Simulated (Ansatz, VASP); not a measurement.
One calculation of Si, two programs

The input POSCAR:

```
Si
1.0
    2.6310666699      0.0000000000      0.0000000000
   -1.3155333350      2.2785705752      0.0000000000
    0.0000000000      0.0000000000      2.5197059798
Si
1
Direct
    0.0000000000      0.0000000000      0.0000000000
```

Contents of INCAR.step1:

```
SYSTEM = Si
PREC = Accurate
ENCUT = 600
ISMEAR = 0
SIGMA = 0.1
LREAL = .FALSE.
LASPH = .TRUE.
NELM = 100
GGA = PE
ALGO = Normal
EDIFF = 1E-4
LWAVE = .TRUE.
LCHARG = .FALSE.
```

File INCAR.step2:

```
SYSTEM = Si
PREC = Accurate
ENCUT = 600
EDIFF = 1E-6
ISMEAR = 0
SIGMA = 0.1
LREAL = .FALSE.
LASPH = .TRUE.
NELM = 100
ALGO = Normal
ISIF = 3
LWAVE = .FALSE.
LCHARG = .FALSE.
METAGGA = R2SCAN
LMIXTAU = .TRUE.
IBRION = 2
NSW = 90
EDIFFG = -0.04
ISTART = 1
```

KPOINTS

```
regular mesh
0
G
  9 9 6
  0 0 0
```

Input for Ansatz:

```yaml
crystal:
  lattice:
    - [2.6310666699, 0.0, 0.0]
    - [-1.315533335, 2.2785705752, 0.0]
    - [0.0, 0.0, 2.5197059798]
  atoms:
    - { symbol: Si, position: [0.0, 0.0, 0.0] }
basis:
  ecutwfc: 500
kpoints:
  mp_grid: { grid: [9, 9, 6] }
hamiltonian:
  xc: r2scan
scf:
  occupations: { method: gaussian, width: 0.1 }
  lower_state_search: "off"
output:
  forces: true
  stress: true
  eigenvalues: true
relax:
  adjacent_minimum: "off"
  f_tol: 0.04
  max_steps: 70
  cell: { stress_tol: 0.4 }
```

Alike in both runs: task relaxation of cell and atoms; functional r2SCAN; k mesh 9 × 9 × 6; occupations gaussian, width 0.1 eV; no spin polarisation.

```csv
,VASP,Ansatz
version,VASP 6.6.1,Ansatz 0.2.0
potentials or method,"VASP PAW PBE potentials, release 64 (Si)","scalar-relativistic, plane waves, PAW"
plane-wave cutoff (eV),600,500
valence electrons in the cell,4,4
```

|  | VASP | Ansatz | Ansatz less VASP |
| --- | --- | --- | --- |
| gap on the k mesh at the Fermi level, each at its own relaxed structure (eV) | none | none | - |
| relaxed volume (Å³/atom) | 14.87 | 14.87 | +0.005 |
| relaxed cell length with the largest relative difference (Å) | 2.437 | 2.439 | +0.0015 |
| energy change over the relaxation (meV/atom) | -12 | -12 | +0.4 |

A gap of «none» marks a metal or a gap that the smearing closes.

Caveats: the k mesh is coarse (spacing up to 0.42 Å⁻¹), so the values aren't converged; the PAW data sets were made with another functional, which shifts forces and pressure a little (VASP).
